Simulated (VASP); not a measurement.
# TaAs (I4_1md) in VASP: a series of runs

One crystal, TaAs, is run at these levels: PBE; tasks: relaxation of cell and atoms.

All numbers are computed with VASP 6.6.1; they aren't measurements. Logs are shortened: lines on timing, memory, paths and dates and some standing lists are left out, and cuts for length are marked.

### 1 The structure

It takes space group I4_1md (No. 109, tetragonal). The conventional cell has a = 3.444 Å, b = 3.444 Å, c = 11.736 Å, α = 90.00°, β = 90.00°, γ = 90.00°. Around Ta (site symmetry 2mm) lie 6 As at 2.61 to 2.62 Å. Around As (site symmetry 2mm) lie 6 Ta at 2.61 to 2.62 Å.

The cell is a database's computed one.

### 2 Relaxation of cell and atoms, PBE

INCAR

```
ALGO = Normal
EDIFF = 1E-7
EDIFFG = -0.002
ENCUT = 250
GGA = PE
IBRION = 2
ISIF = 3
ISMEAR = 0
LASPH = True
LCHARG = False
LREAL = False
LWAVE = False
NELM = 100
NSW = 80
PREC = Accurate
SIGMA = 0.1
```

KPOINTS

```
k-points
0
Gamma
  18 18 18
```

POSCAR

```
TaAs
1.0
   -1.7218133600      1.7218133600      5.8679415400
    1.7218133600     -1.7218133600      5.8679415400
    1.7218133600      1.7218133600     -5.8679415400
Ta As
2 2
Direct
    0.4999673000      0.9999673000      0.5000000000
    0.7499673000      0.7499673000      0.0000000000
    0.0826321200      0.5826321200      0.5000000000
    0.3326321200      0.3326321200      0.0000000000
```

Potentials or basis: VASP PAW PBE potentials, release 64 (Ta_pv, As).

Started as:

```console
$ cat potpaw_PBE.64/Ta_pv/POTCAR potpaw_PBE.64/As/POTCAR > POTCAR
$ mpirun -np 1 vasp_std > vasp.out
```

OUTCAR:

```text
EDIFF = 1E-7
   EDIFFG = -0.002
   ENCUT = 250
   GGA = PE
   IBRION = 2
   ISIF = 3
   ISMEAR = 0
   LASPH = True
   LREAL = False
   NELM = 100
   NSW = 80
   PREC = Accurate

 ion  position               nearest neighbor table
   1  0.500  1.000  0.500-   4 2.61   4 2.61   3 2.62   3 2.62   3 2.62   3 2.62   2 3.40   2 3.40
                             2 3.40   2 3.40
   2  0.750  0.750  0.000-   3 2.61   3 2.61   4 2.62   4 2.62   4 2.62   4 2.62   1 3.40   1 3.40
                             1 3.40   1 3.40
   3  0.083  0.583  0.500-   2 2.61   2 2.61   1 2.62   1 2.62   1 2.62   1 2.62
   4  0.333  0.333  0.000-   1 2.61   1 2.61   2 2.62   2 2.62   2 2.62   2 2.62

  LATTYP: Found a body centered tetragonal cell.
 ALAT       =     3.4436267200
 C/A-ratio  =     3.4080009345

  Lattice vectors:

 A1 = (  -1.7218133600,   1.7218133600,   5.8679415400)
 A2 = (   1.7218133600,  -1.7218133600,   5.8679415400)
 A3 = (   1.7218133600,   1.7218133600,  -5.8679415400)

Analysis of symmetry for initial positions (statically):
=====================================================================
 Subroutine PRICEL returns:
 Original cell was already a primitive cell.

 Routine SETGRP: Setting up the symmetry group for a
 body centered tetragonal supercell.

 Subroutine GETGRP returns: Found  8 space group operations
 (whereof  4 operations were pure point group operations)
 out of a pool of 16 trial point group operations.

The static configuration has the point symmetry C_2v.
 The point group associated with its full space group is C_4v.

Analysis of symmetry for dynamics (positions and initial velocities):
=====================================================================
 Subroutine PRICEL returns:
 Original cell was already a primitive cell.

 Routine SETGRP: Setting up the symmetry group for a
 body centered tetragonal supercell.

 Subroutine GETGRP returns: Found  8 space group operations
 (whereof  4 operations were pure point group operations)
 out of a pool of 16 trial point group operations.

The dynamic configuration has the point symmetry C_2v.
 The point group associated with its full space group is C_4v.

 Subroutine INISYM returns: Found  8 space group operations
 (whereof  4 operations are pure point group operations),
 and found     1 'primitive' translations

----------------------------------------------------------------------------------------

                                     Primitive cell

  volume of cell :      69.5854

[... 118 lines left out ...]
   LHFCALC =     F    Hartree Fock is set to
   AEXX    =    0.0000 exact exchange contribution
   IVDW    =     0    specifies the selected vdW correction
   LEPSILON=     F    determine dielectric tensor
   LRPA    =     F    only Hartree local field effects (RPA)
 conjugate gradient relaxation of ions
 non-spin polarized calculation
 Gauss-broadening in eV      SIGMA  =   0.10
  energy-cutoff  :      250.00
  volume of cell :       69.59
 maximum number of plane-waves:       644
 NGX is ok and might be reduce to    36
   NGX = 17   NGY = 17   NGZ = 17

--------------------------------------- Ionic step        1  -------------------------------------------

 number of electron      32.0000001 magnetization

 Free energy of the ion-electron system (eV)
  ---------------------------------------------------
  ext. energy  EPLUGINS =         0.00000000
  ---------------------------------------------------
  free energy    TOTEN  =       -35.08901389 eV

  energy without entropy =      -35.08734499  energy(sigma->0) =      -35.08817944

------------------------ aborting loop because EDIFF is reached ----------------------------------------

  FORCE on cell =-STRESS in cart. coord.  units (eV):
  Direction    XX          YY          ZZ          XY          YZ          ZX
  --------------------------------------------------------------------------------------
  -------------------------------------------------------------------------------------
  Total        1.1213984      1.1213984      0.5986857      0.0000000      0.0000000      0.0000000
  in kB       25.8197838     25.8197838     13.7845166      0.0000000      0.0000000      0.0000000
  external PRESSURE =      21.8080280 kB  Pullay stress =       0.0000000 kB
[... 95 lines left out ...]
  FREE ENERGIE OF THE ION-ELECTRON SYSTEM (eV)
  ---------------------------------------------------
  free  energy   TOTEN  =       -35.0950647178 eV

  energy  without entropy=      -35.0933811934  energy(sigma->0) =      -35.09422296

[... ionic steps 4 to 10 ...]

--------------------------------------- Ionic step       11  -------------------------------------------

 number of electron      32.0000003 magnetization

------------------------ aborting loop because EDIFF is reached ----------------------------------------
[... 71 lines left out ...]
--------------------------------------- Ionic step       13  -------------------------------------------

 number of electron      32.0000003 magnetization

 Free energy of the ion-electron system (eV)
  ---------------------------------------------------
  ext. energy  EPLUGINS =         0.00000000
  ---------------------------------------------------
  free energy    TOTEN  =       -35.09553090 eV

  energy without entropy =      -35.09385081  energy(sigma->0) =      -35.09469085

 E-fermi :   6.8673     XC(G=0): -11.8565

 val. band max:        6.8555719087   @ k =  -0.3333   0.4444   0.3333
 cond. band min:       6.8688225551   @ k =  -0.1667  -0.4444   0.1667
 fundamental gap:      0.0132506465
 Fermi energy:         6.8672834981

 k-point     1 :       0.0000    0.0000    0.0000
  band No.  band energies     occupation
      1     -28.1235      2.00000
      2     -28.0943      2.00000
      3     -28.0943      2.00000
      4     -27.9489      2.00000
      5     -27.9489      2.00000
      6     -27.8941      2.00000
[... 541 lines left out ...]
     19       8.5443      0.00000
     20       9.2851      0.00000

 [... further k-points ...]

------------------------ aborting loop because EDIFF is reached ----------------------------------------

  FORCE on cell =-STRESS in cart. coord.  units (eV):
  Direction    XX          YY          ZZ          XY          YZ          ZX
  --------------------------------------------------------------------------------------
  -------------------------------------------------------------------------------------
  Total        0.0015897      0.0015897     -0.0030425      0.0000000      0.0000000      0.0000000
  in kB        0.0361952      0.0361952     -0.0692730      0.0000000      0.0000000      0.0000000
  external PRESSURE =       0.0010391 kB  Pullay stress =       0.0000000 kB
[... 19 lines left out ...]
  FREE ENERGIE OF THE ION-ELECTRON SYSTEM (eV)
  ---------------------------------------------------
  free  energy   TOTEN  =       -35.0955309025 eV

  energy  without entropy=      -35.0938508057  energy(sigma->0) =      -35.09469085

 reached required accuracy - stopping structural energy minimisation
```

CONTCAR:

```text
TaAs
   1.00000000000000
    -1.7320217241643896    1.7320217241643896    5.8642580536161741
     1.7320217241643896   -1.7320217241643896    5.8642580536161741
     1.7320217241643896    1.7320217241643896   -5.8642580536161741
  Ta              As
     2     2
Direct
     0.5002065902258235    0.0002065902258236    0.5000000000000000
     0.7502065902258235    0.7502065902258235    0.0000000000000000
     0.0823928297741776    0.5823928297741776    0.5000000000000000
     0.3323928297741777    0.3323928297741777    0.0000000000000000

  0.00000000E+00  0.00000000E+00  0.00000000E+00
  0.00000000E+00  0.00000000E+00  0.00000000E+00
  0.00000000E+00  0.00000000E+00  0.00000000E+00
  0.00000000E+00  0.00000000E+00  0.00000000E+00
```

Wall time 20 min (1 thread of Intel Xeon 6975P-C (Granite Rapids), shared host); peak memory 0.41 GiB.

These settings aren't checked as converged: the numbers below hold their error.

Results:

- Free energy: -35.0955 eV
- Relaxed volume: 17.59 Å³/atom
- Relaxed cell: a = 6.355 Å, b = 6.355 Å, c = 6.355 Å, α = 148.37°, β = 148.37°, γ = 45.34°
- Space group after relaxing (to 0.05 Å): I4_1md (No. 109)
- Energy gained by relaxing: 1.6 meV/atom
- Ionic steps: 13
- Band gap on the k mesh: none (metal or under the smearing width)

Caveat: the cutoff is under 1.25 times the usual one of these potentials, so pressure, stress and relaxed cells hold a basis-set (Pulay) error.

### 3 Relaxation of cell and atoms, PBE

This run uses another cell than the first one, of 17.59 Å³/atom, 1.011 times its volume.

INCAR is that of step 2.

KPOINTS is that of step 2.

POSCAR

```
TaAs                                    
1.0
   -1.7320217242      1.7320217242      5.8642580536
    1.7320217242     -1.7320217242      5.8642580536
    1.7320217242      1.7320217242     -5.8642580536
  Ta              As            
     2     2
Direct
     0.5002065902258235    0.0002065902258236    0.5000000000000000
     0.7502065902258235    0.7502065902258235    0.0000000000000000
     0.0823928297741776    0.5823928297741776    0.5000000000000000
     0.3323928297741777    0.3323928297741777    0.0000000000000000
```

Potentials or basis: VASP PAW PBE potentials, release 64 (Ta_pv, As).

Started as:

```console
$ cat potpaw_PBE.64/Ta_pv/POTCAR potpaw_PBE.64/As/POTCAR > POTCAR
$ mpirun -np 1 vasp_std > vasp.out
```

OUTCAR:

```text
EDIFF = 1E-7
   EDIFFG = -0.002
   ENCUT = 250
   GGA = PE
   IBRION = 2
   ISIF = 3
   ISMEAR = 0
   LASPH = True
   LREAL = False
   NELM = 100
   NSW = 80
   PREC = Accurate

 ion  position               nearest neighbor table
   1  0.500  0.000  0.500-   4 2.62   4 2.62   3 2.63   3 2.63   3 2.63   3 2.63   2 3.41   2 3.41
                             2 3.41   2 3.41
   2  0.750  0.750  0.000-   3 2.62   3 2.62   4 2.63   4 2.63   4 2.63   4 2.63   1 3.41   1 3.41
                             1 3.41   1 3.41
   3  0.082  0.582  0.500-   2 2.62   2 2.62   1 2.63   1 2.63   1 2.63   1 2.63
   4  0.332  0.332  0.000-   1 2.62   1 2.62   2 2.63   2 2.63   2 2.63   2 2.63

  LATTYP: Found a body centered tetragonal cell.
 ALAT       =     3.4640434484
 C/A-ratio  =     3.3857878176

  Lattice vectors:

 A1 = (  -1.7320217242,   1.7320217242,   5.8642580536)
 A2 = (   1.7320217242,  -1.7320217242,   5.8642580536)
 A3 = (   1.7320217242,   1.7320217242,  -5.8642580536)

Analysis of symmetry for initial positions (statically):
=====================================================================
 Subroutine PRICEL returns:
 Original cell was already a primitive cell.

 Routine SETGRP: Setting up the symmetry group for a
 body centered tetragonal supercell.

 Subroutine GETGRP returns: Found  8 space group operations
 (whereof  4 operations were pure point group operations)
 out of a pool of 16 trial point group operations.

The static configuration has the point symmetry C_2v.
 The point group associated with its full space group is C_4v.

Analysis of symmetry for dynamics (positions and initial velocities):
=====================================================================
 Subroutine PRICEL returns:
 Original cell was already a primitive cell.

 Routine SETGRP: Setting up the symmetry group for a
 body centered tetragonal supercell.

 Subroutine GETGRP returns: Found  8 space group operations
 (whereof  4 operations were pure point group operations)
[... 130 lines left out ...]
  Thomas-Fermi vector in A             =   2.392506
   LORBIT       =      0    0 simple, 1 ext, 2 COOP (PROOUT), +10 PAW based schemes
   GGA     = PE    functional components
   LHFCALC =     F    Hartree Fock is set to
   AEXX    =    0.0000 exact exchange contribution
   IVDW    =     0    specifies the selected vdW correction
   LEPSILON=     F    determine dielectric tensor
   LRPA    =     F    only Hartree local field effects (RPA)
 conjugate gradient relaxation of ions
 non-spin polarized calculation
 Gauss-broadening in eV      SIGMA  =   0.10
  energy-cutoff  :      250.00
  volume of cell :       70.37
 maximum number of plane-waves:       649
 NGX is ok and might be reduce to    36
   NGX = 17   NGY = 17   NGZ = 17

 number of electron      32.0000003 magnetization

 Free energy of the ion-electron system (eV)
  ---------------------------------------------------
  ext. energy  EPLUGINS =         0.00000000
  ---------------------------------------------------
  free energy    TOTEN  =       -35.09779195 eV

  energy without entropy =      -35.09611186  energy(sigma->0) =      -35.09695190

 E-fermi :   6.8672     XC(G=0): -11.8565

 val. band max:        6.8555434470   @ k =  -0.3333   0.4444   0.3333
 cond. band min:       6.8686713609   @ k =  -0.1667  -0.4444   0.1667
 fundamental gap:      0.0131279139
 Fermi energy:         6.8672278808

 k-point     1 :       0.0000    0.0000    0.0000
  band No.  band energies     occupation
      1     -28.1239      2.00000
      2     -28.0946      2.00000
      3     -28.0946      2.00000
      4     -27.9491      2.00000
      5     -27.9491      2.00000
      6     -27.8946      2.00000
[... 541 lines left out ...]
     19       8.5442      0.00000
     20       9.2850      0.00000

 [... further k-points ...]

------------------------ aborting loop because EDIFF is reached ----------------------------------------

  FORCE on cell =-STRESS in cart. coord.  units (eV):
  Direction    XX          YY          ZZ          XY          YZ          ZX
  --------------------------------------------------------------------------------------
  -------------------------------------------------------------------------------------
  Total        0.0019257      0.0019257     -0.0043534      0.0000000      0.0000000      0.0000000
  in kB        0.0438459      0.0438459     -0.0991189      0.0000000      0.0000000      0.0000000
  external PRESSURE =      -0.0038090 kB  Pullay stress =       0.0000000 kB

 VOLUME and BASIS-vectors are now :
 -----------------------------------------------------------------------------
  energy-cutoff  :      250.00
  volume of cell :       70.37
      direct lattice vectors                 reciprocal lattice vectors
    -1.732021724  1.732021724  5.864258054     0.000000000  0.288679982  0.085262278
     1.732021724 -1.732021724  5.864258054     0.288679982  0.000000000  0.085262278
     1.732021724  1.732021724 -5.864258054     0.288679982  0.288679982  0.000000000

 POSITION                                       TOTAL-FORCE (eV/Angst)
 -----------------------------------------------------------------------------------
      0.00000      1.73202      0.00242        -0.000000      0.000000     -0.001186
      0.00000      0.00000      8.79881         0.000000     -0.000000     -0.001186
      1.73202      0.00000      0.96635         0.000000     -0.000000      0.001186
      0.00000      0.00000      3.89847        -0.000000      0.000000      0.001186
 -----------------------------------------------------------------------------------
    total drift:                                0.000000      0.000000     -0.000041

  FREE ENERGIE OF THE ION-ELECTRON SYSTEM (eV)
  ---------------------------------------------------
  free  energy   TOTEN  =       -35.0977919452 eV

  energy  without entropy=      -35.0961118592  energy(sigma->0) =      -35.09695190

 reached required accuracy - stopping structural energy minimisation
```

OSZICAR:

```text
N       E                     dE             d eps       ncg     rms          rms(c)
DAV:   1     0.151833462577E+03    0.15183E+03   -0.11676E+04 21000   0.896E+02
DAV:   2    -0.304910750577E+02   -0.18232E+03   -0.17613E+03 23736   0.279E+02
DAV:   3    -0.368108025521E+02   -0.63197E+01   -0.61699E+01 24048   0.487E+01
DAV:   4    -0.369304743557E+02   -0.11967E+00   -0.11869E+00 24836   0.572E+00
DAV:   5    -0.369334376710E+02   -0.29633E-02   -0.29602E-02 23744   0.682E-01    0.225E+01
DAV:   6    -0.352038045984E+02    0.17296E+01   -0.63415E+00 23652   0.151E+01    0.993E+00
DAV:   7    -0.351136041390E+02    0.90200E-01   -0.55230E-01 26132   0.474E+00    0.273E+00
DAV:   8    -0.350980779898E+02    0.15526E-01   -0.58309E-02 25020   0.114E+00    0.326E-01
DAV:   9    -0.350978762904E+02    0.20170E-03   -0.54788E-03 24852   0.381E-01    0.129E-01
DAV:  10    -0.350977982538E+02    0.78037E-04   -0.80954E-04 24164   0.215E-01    0.156E-02
DAV:  11    -0.350977956645E+02    0.25893E-05   -0.27240E-05 24468   0.321E-02    0.134E-02
DAV:  12    -0.350977919687E+02    0.36958E-05   -0.10760E-05 24456   0.232E-02    0.112E-03
DAV:  13    -0.350977919452E+02    0.23507E-07   -0.27305E-07 18492   0.348E-03
   1 F= -.35097792E+02 E0= -.35096952E+02  d E =-.350978E+02
```

Wall time 3.4 min (1 thread of Intel Xeon 6975P-C (Granite Rapids), shared host); peak memory 0.38 GiB.

These settings aren't checked as converged: the numbers below hold their error.

Results:

```yaml
Free_energy: -35.0978 eV
Band_gap_on_the_k_mesh: none (metal or under the smearing width)
```

Caveat: the cutoff is under 1.25 times the usual one of these potentials, so pressure, stress and relaxed cells hold a basis-set (Pulay) error; the relaxation stopped at its first step, so nothing moved.
